The bulk modulus B says how strongly a solid resists uniform squeezing: it is the pressure needed per unit of relative volume loss. Here it comes from total energies E at five or seven volumes V. A smooth curve is laid through them, and B = V·d²E/dV² is read at its minimum, the rest volume, where the crystal carries no pressure.

Two numbers are worth remembering. For a solid like germanium, 1 % more volume costs about 5 % of the bulk modulus. And 1 GPa of false outward pressure in a calculation lowers the modulus at rest by about 5 GPa.

Bulk modulus of germanium (Fd-3m, 2-atom cell) from Kohn-Sham DFT, fitted to energies at five (FLEUR) or seven (other programs) volumes and read at the rest volume. All runs use Fermi-Dirac smearing of 0.05 eV, without spin polarization or spin-orbit coupling. The last column is relative to the measured 75.8 GPa (arXiv:1908.00180).

| program | functional | how the value is got | potentials or basis | wave cutoff (eV) | k-mesh | computed bulk modulus (GPa) | computed over measured, less one (%) |
| --- | --- | --- | --- | --- | --- | --- | --- |
| FLEUR MaX-R8.1 (patched build s14) | Xalpha | fit, rest volume 23.75 Å³/atom | all electron | n/a | 8x8x8 | 52.5 | -30.7 |
| FLEUR MaX-R8.1 (later development tree) (1) | PW91 | fit, rest volume 23.86 Å³/atom | all electron | n/a | 8x8x8 | 54.7 | -27.8 |
| FLEUR MaX-R8.1 (later development tree) (2) | Wigner | fit, rest volume 23.00 Å³/atom | all electron | n/a | 8x8x8 | 63.0 | -16.9 |
| GPAW 26.7.0 (1) | PW91+D4 | fit, rest volume 23.29 Å³/atom | PAW data sets made by gpaw setup for the functional | 600.0 | 8x8x8 | 63.7 | -16.0 |
| GPAW 26.7.0 (2) | AM05 | fit, rest volume 23.02 Å³/atom | PAW data sets made by gpaw setup for the functional | 600.0 | 8x8x8 | 65.6 | -13.5 |
| GPAW 26.7.0 (3) | RPBE+D4 | fit, rest volume 22.93 Å³/atom | GPAW PAW data sets (gpaw data 1.2.1) | 600.0 | 8x8x8 | 65.7 | -13.3 |
| ABINIT 10.8.3 | LDA | fit, rest volume 21.70 Å³/atom | HGH LDA | 435.4 | 8x8x8 | 71.5 | -5.7 |
| OpenMX 3.8.5 | LDA | fit, rest volume 22.83 Å³/atom | OpenMX 2013 LDA set | n/a | 9x9x9 | 72.4 | -4.5 |

**What differs: stiffness or size?**

The computed moduli run from 52 to 72 GPa, all below the measured 75.8 GPa. This looks like a quarrel about how stiff the bonds are. Yet each modulus belongs to a different crystal size, because each calculation was read at its own rest volume. The large crystals tend to be the soft ones.

The same energies also give the stiffness at one common volume, 22.64 Å³ per atom. There, seven of the eight rows lie between 66 and 75 GPa, a range less than half as wide as that of their moduli at rest. Most of the disagreement among these seven is therefore about size. ABINIT is the exception and is taken up below.

**Why a larger crystal is softer**

Squeezing a crystal pushes electrons into less room, which raises their kinetic energy and the repulsion between neighbouring atoms. Both rise ever more steeply as the atoms approach, so a compressed crystal resists further squeezing more strongly. A stretched one has moved down to the gentler part of the curve.

Now suppose that a functional adds an error to the energy that changes smoothly with volume. Its main effect is to tilt the energy curve, and a tilt is a pressure. If it points outwards, the crystal expands until this pressure is gone, and it comes to rest where it is softer. The functional may describe the bonds at a given length quite well and still return a low modulus.

The two all-electron rows with PW91 and Wigner show this within one program. At the common volume PW91 gives the stiffer crystal, 75 against 70 GPa. But it also pushes outwards with 3.5 GPa instead of 1.2, and at rest it is the softer of the two. Theory offers a reason for the stronger push: gradient corrections of the PW91 kind favour uneven electron densities, and stretching the bonds makes the density more uneven.

**The simple model**

Let P be the outward pressure at the common volume and B_c the stiffness there. The modulus rises nearly in proportion to pressure, by B′ ≈ 5 GPa per GPa. This is a round value; the curves fitted to the eight rows give 4.5 to 6.2. Letting the crystal expand until P has vanished then gives

B(rest) ≈ B_c − 5·P.

For all-electron PW91, B_c is 74.8 GPa and P is 3.49 GPa. The expansion costs 5 × 3.49 ≈ 17.5 GPa, which leaves 57.3 GPa; the table has 54.7 GPa. This is the model's largest miss in the eight rows. Since P and B_c come from the same energies as the modulus, the agreement shows that the split into size and stiffness is sound, not that the energies are right.

A separate straight line of modulus against P, fitted to the seven rows without ABINIT, falls by 5.8 ± 1.1 GPa per GPa. Going from one functional to another thus acts much like changing the pressure on a single crystal. The output below gives the split for every row.

**What the dispersion correction does**

D4 adds the attraction between fluctuating charges, and it acts on the modulus in two opposite ways. It pulls the atoms together, which stiffens the crystal at rest. But this attraction itself grows faster the closer the atoms come, so at a fixed volume it helps the squeezing and lowers the stiffness.

In the PW91+D4 row the pull is worth 1.8 GPa of pressure, or about 9 GPa of modulus by the model. The loss of stiffness takes back about 3 GPa, so D4 raises the modulus at rest by a few GPa, at most about 6 by this rough model. These figures take the D4 energies as per cell of two atoms. That reading is supported by the all-electron PW91 row, whose outward pressure the GPAW row nearly matches once D4 is removed.

For RPBE+D4 the same sum gives a gain of about 14 GPa. That is probably too much, because without D4 the energy is still falling at the largest volume computed, and the model has to reach beyond the data. The gain is large all the same. The row's modulus of 65.7 GPa is therefore a result of the pair, and RPBE alone would give a much larger and softer crystal. The row looks ordinary only because a strong outward push and a strong inward pull nearly balance.

**Two LDA results that agree for different reasons**

ABINIT and OpenMX both use the LDA, and their moduli differ by only about 1 GPa. Their rest volumes, however, are 21.70 and 22.83 Å³ per atom, a gap of 5 %. At the common volume the agreement is gone: OpenMX gives 75 GPa and ABINIT 59.

ABINIT's crystal is soft for its size, but it is also too small, and the compression restores about 13 GPa. The two deviations cancel in the modulus. With the functional the same, the difference most likely comes from how the programs represent the atoms, through their potentials and their basis sets. A likely culprit, untested here, is that the HGH potential treats exchange between core and valence electrons without a core correction.

For the same reason, the closeness of these two rows to experiment is no sign that the LDA is accurate for germanium. Two calculations that disagree by 5 % in volume can't both show what the functional itself would give.

**Reading the rest of the table**

The order of the two lowest rows should not be trusted. The Xalpha energies scatter, and its stiffness at the common volume shifts from 66 to 70 GPa when points further out are used. In the all-electron PW91 row the minimum lies close to the largest volume computed, so its curvature there is poorly pinned down.

The common volume is close to that of real germanium, so the stiffness there can be set beside experiment. Leaving ABINIT aside, the shortfall shrinks from between 4 and 31 % of the measured value to between 1 and 12 %. Temperature and zero-point motion are absent from the calculations. They soften the real crystal largely by expanding it, and a comparison at the real volume already allows for that part.

When two computed moduli disagree, the rest volumes should be compared first. If 5 % of modulus for each 1 % of volume accounts for the gap, the calculations differ about size. If the moduli agree but the volumes do not, as in the LDA pair, the agreement hides a difference in stiffness.

Numerical output:

```
At the common volume 22.64 A^3/atom:
                                          row  rest volume A^3  pressure GPa  stiffness GPa  stiffness over measured less one %  miss own stiffness GPa  miss common stiffness GPa
           FLEUR MaX-R8.1 (patched build s14)            23.75         3.043          66.35                              -12.48                  -1.368                       4.01
  FLEUR MaX-R8.1 (later development tree) (1)            23.86         3.494          74.75                              -1.399                    2.58                    -0.4454
  FLEUR MaX-R8.1 (later development tree) (2)               23         1.159          70.33                              -7.233                   1.534                      2.932
                              GPAW 26.7.0 (1)            23.29         2.056           73.2                              -3.441                 -0.7769                     -2.254
                              GPAW 26.7.0 (2)            23.02         1.248          71.23                              -6.049                 -0.6153                    -0.1154
                              GPAW 26.7.0 (3)            22.92        0.9858          70.95                              -6.416                  0.3184                      1.097
                                ABINIT 10.8.3             21.7        -2.652          58.68                               -22.6                  0.4357                      13.48
                                 OpenMX 3.8.5            22.83         0.738          75.28                             -0.7044                 -0.8124                     -4.364
Fall of the modulus for 1 % more volume, %: 4.853
Range of the rest moduli, seven rows without ABINIT, GPa: 19.9
Range of the stiffness at common volume, same seven rows, GPa: 8.93
Rms miss with own stiffness, eight rows, GPa: 1.266
Rms miss with common stiffness, seven rows, GPa: 2.679
fit of y on 7 rows (seven): constant 73.05 +/- 2.4, coefficient of press -5.796 +/- 1.1; rms 2.55, worst OpenMX 3.8.5 -3.63, leave-one-out rms 3.73
  rows outside the fit (model, value, miss): ABINIT 10.8.3 88.42, 71.5, 16.9
Xalpha stiffness at common volume from the outermost points, GPa: 69.98
D4 part of pressure and of stiffness, PW91, GPa: -1.821, -3.384
D4 part of pressure and of stiffness, RPBE, GPa: -4.89, -10.17
Net D4 effect on the rest modulus by the model, PW91 and RPBE, GPa: 5.721, 14.28
GPAW PW91 without D4, pressure and stiffness, GPa: 3.877, 76.59
GPAW PW91 pressure without D4 if the D4 energies were per atom, GPa: 5.698
```
